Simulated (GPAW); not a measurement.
A run of GPAW 26.7.0:

run.py

```python
import numpy as np
from ase.io import read
from ase.units import Bohr, Ha
from gpaw import GPAW, PW
from gpaw.hybrids.energy import non_self_consistent_energy
from gpaw.xc.rpa import RPACorrelation

atoms = read('POSCAR')

for x in [1.0]:
    ecuts = np.array([96.0, 120.0, 150])
    a = atoms.copy()
    a.set_cell(atoms.cell * x**(1 / 3), scale_atoms=True)
    calc = GPAW(mode=PW(450),
                xc='PBE',
                kpts={'size': (3, 3, 3), 'gamma': True},
                occupations={'name': 'fermi-dirac', 'width': 0.001},
                nbands=18,
                convergence={'density': 1e-06},
                maxiter=150,
                txt=f'gs-{x:.2f}.txt')
    a.calc = calc
    dft = a.get_potential_energy(force_consistent=True)
    calc.write(f'gs-{x:.2f}.gpw')
    exx = non_self_consistent_energy(calc, 'EXX').sum()
    calc.diagonalize_full_hamiltonian(nbands=int(a.get_volume() / Bohr**3 * (ecuts[-1] / Ha)**1.5 * 2**0.5 / 3 / np.pi**2 * 1.15) + 30)
    calc.write(f'full-{x:.2f}.gpw', mode='all')
    ec = RPACorrelation(f'full-{x:.2f}.gpw', ecut=ecuts, nfrequencies=16, skip_gamma=False, txt=f'rpa-{x:.2f}.txt').calculate()
    slope, ec_inf = np.polyfit(ecuts**-1.5, ec, 1)
    print(f'V = {a.get_volume():.4f} A^3: DFT {dft:.5f}, EXX {exx:.5f}, correlation', *ec.round(5), f'extrapolated {ec_inf:.5f}, total {exx + ec_inf:.5f} eV', flush=True)
```

File POSCAR:

```
CdTe
1.0
    0.0000000000      3.2050000000      3.2050000000
    3.2050000000      0.0000000000      3.2050000000
    3.2050000000      3.2050000000      0.0000000000
Te Cd
1 1
Direct
    0.7500000000      0.7500000000      0.7500000000
    0.0000000000      0.0000000000      0.0000000000
```

Potentials or basis: GPAW PAW data sets (gpaw-data 1.2.1), pw.

The run is started by

```console
$ OMP_NUM_THREADS=1 python run.py
```

Hardware: 1 thread of Arm Neoverse V1, on a shared host.

**Question.** How long does it take, and how much memory?

**Answer.** Wall time 93 s on 1 thread of Arm Neoverse V1 (shared host), peak memory 0.37 GiB. Counts: scf iterations 11.
